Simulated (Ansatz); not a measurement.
# BN: random displacements

Theory: DFT r2SCAN, scalar-relativistic, plane waves, PAW (Ansatz 0.2.0). The runs took a 500 eV cutoff, a Γ-centred 12×12×6 mesh and Gaussian smearing (0.05 eV). No spin polarisation. Energies are free energies at this smearing, counted from the undisturbed cell; pressure is positive in compression.

The starting cell (relaxed at this level; this wurtzite form isn't the usual structure):

```yaml
crystal:
  lattice:
    - [2.54397, 0.00000, 0.00000]
    - [-1.27198, 2.20314, 0.00000]
    - [0.00000, 0.00000, 4.20774]
  atoms:
    - { symbol: B, position: [0.66667, 0.33333, 0.99980] }
    - { symbol: B, position: [0.33333, 0.66667, 0.49980] }
    - { symbol: N, position: [0.66667, 0.33333, 0.62520] }
    - { symbol: N, position: [0.33333, 0.66667, 0.12520] }
```

The atoms are displaced (Å, in the unstrained cell):

| atom | ux | uy | uz |
| --- | --- | --- | --- |
| B1 | 0.253 | 0.016 | -0.227 |
| B2 | 0.148 | -0.503 | -0.087 |
| N3 | -0.168 | 0.298 | 0.189 |
| N4 | -0.233 | 0.189 | 0.125 |

Strain (Voigt, engineering shear): (-0.0278, -0.0033, -0.0077, -0.0383, -0.0081, -0.0541).

**Question.** What are the energy change, the stress and the forces?

**Answer.** ΔE = 1662.3 meV/atom; stress (xx, yy, zz, yz, xz, xy; compression positive) (121.58, 59.84, 78.97, 22.75, 53.95, 7.89) GPa; gap on the mesh 0.47 eV.
```
atom Fx (eV/Å) Fy Fz
  B1       0.11  -2.26  11.61
  B2      -9.58   2.18  -8.55
  N3       7.80   0.41  -2.67
  N4       1.67  -0.34  -0.40
```

Cost: 1 run of about 0.25 core-minutes, on Intel Xeon 6975P-C (Granite Rapids) (shared hosts).